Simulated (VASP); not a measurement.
Input of a VASP 6.6.1 run:

INCAR

```
SYSTEM = GaN
PREC     = Accurate       ! precision mode
ENCUT    = 520            ! plane-wave cutoff, eV
EDIFF    = 1E-6           ! SCF threshold, eV
ISMEAR   = 0              ! smearing method
SIGMA    = 0.03           ! smearing width, eV
LREAL    = .FALSE.        ! projectors in reciprocal space
LASPH    = .TRUE.         ! aspherical terms in the spheres
NELM     = 60             ! most SCF steps
ALGO     = Normal         ! electronic algorithm
ISIF     = 2              ! what is computed and relaxed
LWAVE    = .FALSE.        ! write WAVECAR
LCHARG   = .FALSE.        ! write CHGCAR
GGA      = PS             ! functional
NBANDS   = 16             ! bands
```

The input KPOINTS:

```
Automatic mesh
0
G
  14 14 14
  0 0 0
```

File POSCAR:

```
GaN
1.0
    0.0000000000      2.1352350000      2.1352350000
    2.1352350000      0.0000000000      2.1352350000
    2.1352350000      2.1352350000      0.0000000000
Ga N
1 1
Direct
    0.0702498788     -0.0702498788     -0.0702498788
    0.5000000000      0.5000000000      0.5000000000
```

Potentials or basis: VASP PAW PBE potentials, release 64 (Ga_d, N).

Command:

```sh
$ cat potpaw_PBE.64/Ga_d/POTCAR potpaw_PBE.64/N/POTCAR > POTCAR
$ mpirun -np 1 vasp_std > vasp.out
```

Question: Estimate the pressure.

Answer: 3.3 GPa.

Question: Predict the band gap on the k mesh.

Answer: 0.37 eV, indirect (least direct gap 2.18 eV).

Question: What does it give for the largest force?

Answer: 1.847 eV/Å.

Forces on the atoms (eV/Å):
```
Ga   1.847  0.000  0.000
N   -1.847  0.000  0.000
```

Caveat: the PAW data sets were made with another functional, which shifts forces and pressure a little. A k mesh can miss the band edges.
